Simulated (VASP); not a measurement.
Set up this calculation in VASP 6.6.1, as the native input.

* Task: single point
* Functional: LDA
* Potentials or basis: VASP PAW LDA potentials, release 64 (W_sv, C)
* Cutoff: 520 eV
* k mesh: 18 × 18 × 18
* Occupations: gaussian, width 0.15 eV
* Spin: no spin polarisation
* Dipole correction: no
* Further INCAR settings: ALGO = Fast; EDIFF = 1e-06; NBANDS = 16

The structure of WC lies in POSCAR:

```
WC
1.0
    0.0000000000      2.1926840000      2.1926840000
    2.1926840000      0.0000000000      2.1926840000
    2.1926840000      2.1926840000      0.0000000000
W C
1 1
Direct
    0.0806211453      0.0000000000      0.0000000000
    0.5000000000      0.5000000000      0.5000000000
```

Measurements of this composition are mostly on another form, of space group No. 187.

The cell isn't the ideal one: all W atoms moved -0.250 Å, as atom 1 towards its neighbour atom 1 (W) at 3.101 Å.

These files were run (other wordings do the same):

INCAR

```
PREC     = Accurate       # precision mode
ENCUT    = 520            # plane-wave cutoff, eV
EDIFF    = 1E-6           # SCF threshold, eV
ISMEAR   = 0              # smearing method
SIGMA    = 0.15           # smearing width, eV
LREAL    = F              # projectors in reciprocal space
LASPH    = T              # aspherical terms in the spheres
NELM     = 100            # most SCF steps
ALGO     = Fast           # electronic algorithm
ISIF     = 2              # what is computed and relaxed
LWAVE    = F              # write WAVECAR
LCHARG   = F              # write CHGCAR
GGA      = CA             # functional
NBANDS   = 16             # bands
```

KPOINTS

```
regular mesh
0
Gamma
  18 18 18
```

Potentials or basis: VASP PAW LDA potentials, release 64 (W_sv, C).

Launch:

```sh
$ cat potpaw_LDA.64/W_sv/POTCAR potpaw_LDA.64/C/POTCAR > POTCAR
$ mpirun -np 1 vasp_std > vasp.out
```

Results of the run:

The pressure is -4.0 GPa and the largest force is 1.900 eV/Å. The band gap on the k mesh is none (metal or under the smearing width).

Caveat: forces of over 1 eV/Å show positions far from the minimum, so gaps and moduli don't describe the material at rest.

Wall time 2.5 min on 1 thread of AMD EPYC 9R45 96-Core Processor (Zen 5), with other jobs on the host, peak memory 0.34 GiB.
